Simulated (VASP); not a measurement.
# Os (Im-3m) in VASP: single point with PBEsol

Aim: the single point of Os with PBEsol.

All numbers are computed with VASP 6.6.1; they aren't measurements. Logs are shortened: lines on timing, memory, paths and dates and some standing lists are left out, and cuts for length are marked.

## 1. The crystal as given

The structure is cubic, space group Im-3m (No. 229). The conventional cell has a = 3.062 Å, b = 3.062 Å, c = 3.062 Å, α = 90.00°, β = 90.00°, γ = 90.00°. Os (site symmetry m-3m) is surrounded by 8 Os at 2.65 Å.

This isn't the form of Os at room conditions, which is hcp.

## 2. Single point, PBEsol

Input file INCAR:

```
  ALGO = Normal
  EDIFF = 1E-7
  ENCUT = 520
  GGA = PS
  ISIF = 2
  ISMEAR = 0
  LASPH = T
  LCHARG = F
  LREAL = F
  LWAVE = F
  NBANDS = 10
  NELM = 100
  PREC = Accurate
  SIGMA = 0.1
```

Input file KPOINTS:

```
k-points
0
Gamma
  28 28 28
```

Input file POSCAR:

```
Os
1.0
   -1.5309459034      1.5309459034      1.5309459034
    1.5309459034     -1.5309459034      1.5309459034
    1.5309459034      1.5309459034     -1.5309459034
Os
1
Direct
    0.0000000000      0.0000000000      0.0000000000
```

Potentials or basis: VASP PAW PBE potentials, release 64 (Os).

On the command line:

```sh
$ cat potpaw_PBE.64/Os/POTCAR > POTCAR
$ mpirun -np 1 vasp_std > vasp.out
```

OUTCAR:

```text
EDIFF = 1E-7
   ENCUT = 520
   GGA = PS
   ISIF = 2
   ISMEAR = 0
   LASPH = T
   LREAL = F
   NELM = 100
   PREC = Accurate

 ion  position               nearest neighbor table
   1  0.000  0.000  0.000-

  LATTYP: Found a body centered cubic cell.
 ALAT       =     3.0618918068

  Lattice vectors:

 A1 = (  -1.5309459034,   1.5309459034,   1.5309459034)
 A2 = (   1.5309459034,  -1.5309459034,   1.5309459034)
 A3 = (   1.5309459034,   1.5309459034,  -1.5309459034)

Analysis of symmetry for initial positions (statically):
=====================================================================
 Subroutine PRICEL returns:
 Original cell was already a primitive cell.

 Routine SETGRP: Setting up the symmetry group for a
 body centered cubic supercell.

 Subroutine GETGRP returns: Found 48 space group operations
 (whereof 48 operations were pure point group operations)
 out of a pool of 48 trial point group operations.

The static configuration has the point symmetry O_h .

Analysis of symmetry for dynamics (positions and initial velocities):
=====================================================================
 Subroutine PRICEL returns:
 Original cell was already a primitive cell.

 Routine SETGRP: Setting up the symmetry group for a
 body centered cubic supercell.

 Subroutine GETGRP returns: Found 48 space group operations
 (whereof 48 operations were pure point group operations)
 out of a pool of 48 trial point group operations.

The dynamic configuration has the point symmetry O_h .

 Subroutine INISYM returns: Found 48 space group operations
 (whereof 48 operations are pure point group operations),
 and found     1 'primitive' translations

----------------------------------------------------------------------------------------

                                     Primitive cell

  volume of cell :      14.3529

  direct lattice vectors                    reciprocal lattice vectors
    -1.530945903  1.530945903  1.530945903     0.000000000  0.326595472  0.326595472
     1.530945903 -1.530945903  1.530945903     0.326595472  0.000000000  0.326595472
     1.530945903  1.530945903 -1.530945903     0.326595472  0.326595472  0.000000000

  length of vectors
     2.651676088  2.651676088  2.651676088     0.461875746  0.461875746  0.461875746

  position of ions in fractional coordinates (direct lattice)
     0.000000000  0.000000000  0.000000000

  ion indices of the primitive-cell ions
   primitive index   ion index
                 1           1

----------------------------------------------------------------------------------------

 KPOINTS: k-points

Automatic generation of k-mesh.
 Grid dimensions read from file:
 generate k-points for:   28   28   28

 Generating k-lattice:

  Cartesian coordinates                     Fractional coordinates (reciprocal lattice)
     0.000000000  0.011664124  0.011664124     0.035714286  0.000000000  0.000000000
     0.011664124  0.000000000  0.011664124     0.000000000  0.035714286  0.000000000
     0.011664124  0.011664124  0.000000000     0.000000000  0.000000000  0.035714286

  Length of vectors
     0.016495562  0.016495562  0.016495562

  Shift w.r.t. Gamma in fractional coordinates (k-lattice)
     0.000000000  0.000000000  0.000000000

 Subroutine IBZKPT returns following result:
 ===========================================

 Found    624 irreducible k-points:

 Following reciprocal coordinates:
            Coordinates               Weight
  0.000000  0.000000  0.000000      1.000000
  0.035714  0.000000  0.000000     12.000000
  0.071429  0.000000  0.000000     12.000000
  0.107143  0.000000  0.000000     12.000000
  0.142857  0.000000  0.000000     12.000000
  0.178571  0.000000  0.000000     12.000000
[... 16 lines left out ...]
  0.285714  0.035714 -0.000000     48.000000
  0.321429  0.035714  0.000000     48.000000
 [... further k-points ...]
   k-points           NKPTS =    624   k-points in BZ     NKDIM =    624   number of bands    NBANDS=     10
   number of dos      NEDOS =    301   number of ions     NIONS =      1
   total plane-waves  NPLWV =   8000
   dimension x,y,z NGX =    20 NGY =   20 NGZ =   20
   dimension x,y,z NGXF=    40 NGYF=   40 NGZF=   40
   ions per type =               1
   NGX,Y,Z   is equivalent  to a cutoff of  12.54, 12.54, 12.54 a.u.
   NGXF,Y,Z  is equivalent  to a cutoff of  25.08, 25.08, 25.08 a.u.
 SYSTEM =  unknown system
   PREC   = accura    normal or accurate (medium, high low for compatibility)
   ISTART =      0    job   : 0-new  1-cont  2-samecut
   ICHARG =      2    charge: 1-file 2-atom 10-const
   ISPIN  =      1    spin polarized calculation?
   LNONCOLLINEAR =      F non collinear calculations
   LSORBIT =      F    spin-orbit coupling
   LASPH  =      T    aspherical Exc in radial PAW
   ENCUT  =  520.0 eV  38.22 Ry    6.18 a.u.   4.93  4.93  4.93*2*pi/ulx,y,z
   NELM   =    100;   NELMIN=  2; NELMDL= -5     # of ELM steps
   EDIFF  = 0.1E-06   stopping-criterion for ELM
   LREAL  =      F    real-space projection
   EDIFFG = 0.1E-05   stopping-criterion for IOM
   NSW    =      0    number of steps for IOM
   IBRION =     -1    ionic relax: 0-MD 1-quasi-New 2-CG
   NFREE  =      0    steps in history (QN), initial steepest desc. (CG)
   ISIF   =      2    stress and relaxation
   ISYM   =      2    0-nonsym 1-usesym 2-fastsym
   POTIM  = 0.5000    time-step for ionic-motion
   TEBEG  =    0.0;   TEEND  =   0.0 temperature during run
   PSTRESS=    0.0 pullay stress
   NELECT =       8.0000    total number of electrons
   NUPDOWN=      -1.0000    fix difference up-down
   EMIN   =  10.00;   EMAX   =-10.00  energy-range for DOS
   EFERMI =   0.00;   METHOD = LEGACY
   ISMEAR =     0;   SIGMA  =   0.10  broadening in eV -4-tet -1-fermi 0-gaus
   EFERMI_NEDOS =   21; number of points for ismear=-14 and -15
   IALGO  =     38    algorithm
   IMIX   =      4    mixing-type and parameters
     AMIX     =   0.40;   BMIX     =  1.00
     AMIX_MAG =   1.60;   BMIX_MAG =  1.00
  volume/ion in A,a.u.               =      14.35        96.86
  Fermi-wavevector in a.u.,A,eV,Ry     =   1.347281  2.545993 24.696849  1.815167
  Thomas-Fermi vector in A             =   2.475045
   LORBIT       =      0    0 simple, 1 ext, 2 COOP (PROOUT), +10 PAW based schemes
   GGA     = PS    functional components
   LHFCALC =     F    Hartree Fock is set to
   AEXX    =    0.0000 exact exchange contribution
   IVDW    =     0    specifies the selected vdW correction
   LEPSILON=     F    determine dielectric tensor
   LRPA    =     F    only Hartree local field effects (RPA)
 non-spin polarized calculation
 Gauss-broadening in eV      SIGMA  =   0.10
  energy-cutoff  :      520.00
  volume of cell :       14.35
 maximum number of plane-waves:       402
   NGX =  9   NGY =  9   NGZ =  9

 number of electron       8.0000001 magnetization

 Free energy of the ion-electron system (eV)
  ---------------------------------------------------
  ext. energy  EPLUGINS =         0.00000000
  ---------------------------------------------------
  free energy    TOTEN  =       -11.32016088 eV

  energy without entropy =      -11.31300106  energy(sigma->0) =      -11.31658097

 E-fermi :   9.2123     XC(G=0): -13.9953

 val. band max:        9.2120344544   @ k =   0.3929   0.1071   0.0714
 cond. band min:       9.2132538080   @ k =   0.3571   0.2143   0.0357
 fundamental gap:      0.0012193537
 Fermi energy:         9.2122924184

 k-point     1 :       0.0000    0.0000    0.0000
  band No.  band energies     occupation
      1      -1.8380      2.00000
      2       5.8104      2.00000
      3       5.8104      2.00000
      4       5.8104      2.00000
      5       9.1254      1.78095
      6       9.1254      1.78095
      7      25.4426      0.00000
      8      25.4426      0.00000
      9      25.4426      0.00000
     10      37.4502      0.00000

 k-point     2 :       0.0357    0.0000    0.0000
  band No.  band energies     occupation
      1      -1.7759      2.00000
      2       5.7781      2.00000
      3       5.8074      2.00000
      4       5.8681      2.00000
      5       9.0767      1.94479
      6       9.1272      1.77125
      7      25.4882      0.00000
      8      25.5445      0.00000
      9      25.5608      0.00000
     10      36.5951      0.00000

 k-point     3 :       0.0714    0.0000    0.0000
  band No.  band energies     occupation
      1      -1.5922      2.00000
      2       5.6838      2.00000
      3       5.7950      2.00000
      4       6.0404      2.00000
      5       8.9461      1.99983
      6       9.1333      1.73580
      7      25.6127      0.00000
      8      25.8470      0.00000
      9      25.8888      0.00000
     10      35.2351      0.00000

 k-point     4 :       0.1071    0.0000    0.0000
  band No.  band energies     occupation
      1      -1.2948      2.00000
      2       5.5358      2.00000
      3       5.7641      2.00000
      4       6.3245      2.00000
      5       8.7745      2.00000
      6       9.1458      1.65299
      7      25.7746      0.00000
      8      26.3407      0.00000
      9      26.3415      0.00000
     10      33.9720      0.00000
[... 222 lines left out ...]
 k-point    22 :       0.2500    0.0357    0.0000
  band No.  band energies     occupation
      1       0.8378      2.00000
      2       4.5508      2.00000
      3       5.5396      2.00000
      4       8.5417      2.00000
      5       8.8902      1.99999
      6       9.3883      0.01282
      7      24.5957      0.00000
      8      25.0011      0.00000
      9      30.2711      0.00000
     10      32.2633      0.00000

 k-point    23 :       0.2857    0.0357   -0.0000
  band No.  band energies     occupation
      1       1.1830      2.00000
      2       4.3361      2.00000
      3       5.7795      2.00000
      4       8.6824      2.00000
      5       9.4672      0.00031
      6       9.6317      0.00000
      7      23.4815      0.00000
      8      24.0944      0.00000
      9      30.9568      0.00000
     10      31.5835      0.00000

 k-point    24 :       0.3214    0.0357    0.0000
  band No.  band energies     occupation
      1       1.3799      2.00000
      2       4.1454      2.00000
      3       6.2307      2.00000
      4       8.8418      2.00000
      5       9.5539      0.00000
      6      10.3943      0.00000
      7      22.1627      0.00000
      8      23.3695      0.00000
      9      29.7482      0.00000
     10      32.7258      0.00000

 [... further k-points ...]

------------------------ aborting loop because EDIFF is reached ----------------------------------------

  FORCE on cell =-STRESS in cart. coord.  units (eV):
  Direction    XX          YY          ZZ          XY          YZ          ZX
  --------------------------------------------------------------------------------------
  -------------------------------------------------------------------------------------
  Total        0.0513073      0.0513073      0.0513073      0.0000000      0.0000000     -0.0000000
  in kB        5.7273015      5.7273015      5.7273015      0.0000000      0.0000000     -0.0000000
  external PRESSURE =       5.7273015 kB  Pullay stress =       0.0000000 kB

 VOLUME and BASIS-vectors are now :
 -----------------------------------------------------------------------------
  energy-cutoff  :      520.00
  volume of cell :       14.35
      direct lattice vectors                 reciprocal lattice vectors
    -1.530945903  1.530945903  1.530945903     0.000000000  0.326595472  0.326595472
     1.530945903 -1.530945903  1.530945903     0.326595472  0.000000000  0.326595472
     1.530945903  1.530945903 -1.530945903     0.326595472  0.326595472  0.000000000

 POSITION                                       TOTAL-FORCE (eV/Angst)
 -----------------------------------------------------------------------------------
      0.00000      0.00000      0.00000        -0.000000      0.000000     -0.000000
 -----------------------------------------------------------------------------------
    total drift:                                0.000000      0.000000      0.000000

  FREE ENERGIE OF THE ION-ELECTRON SYSTEM (eV)
  ---------------------------------------------------
  free  energy   TOTEN  =       -11.3201608825 eV

  energy  without entropy=      -11.3130010592  energy(sigma->0) =      -11.31658097
```

It took 70 s on 1 thread of Intel Xeon Platinum 8375C at 2.90GHz (Ice Lake), shared host; peak memory 0.21 GiB.

Results:

```yaml
Free_energy: -11.3202 eV
Pressure: 0.6 GPa
Band_gap_on_the_k_mesh: none (metal or under the smearing width)
```

Levels at points of the mesh, in eV from the Fermi level:
```csv
k point,band 1,band 2,band 3,band 4,band 5,band 6,band 7,band 8
"(0.00, 0.00, 0.00)",-11.05,-3.40,-3.40,-3.40,-0.09,-0.09,16.23,16.23
"(0.50, 0.00, 0.00)",-7.85,-5.50,-0.25,-0.22,0.57,3.30,9.07,12.45
"(0.50, 0.50, 0.50)",-7.45,-7.45,2.46,2.46,2.46,7.89,7.89,7.89
```

Caveat: the PAW data sets were made with another functional, which shifts forces and pressure a little. Spin-orbit coupling is left out, which matters for the levels of Os.
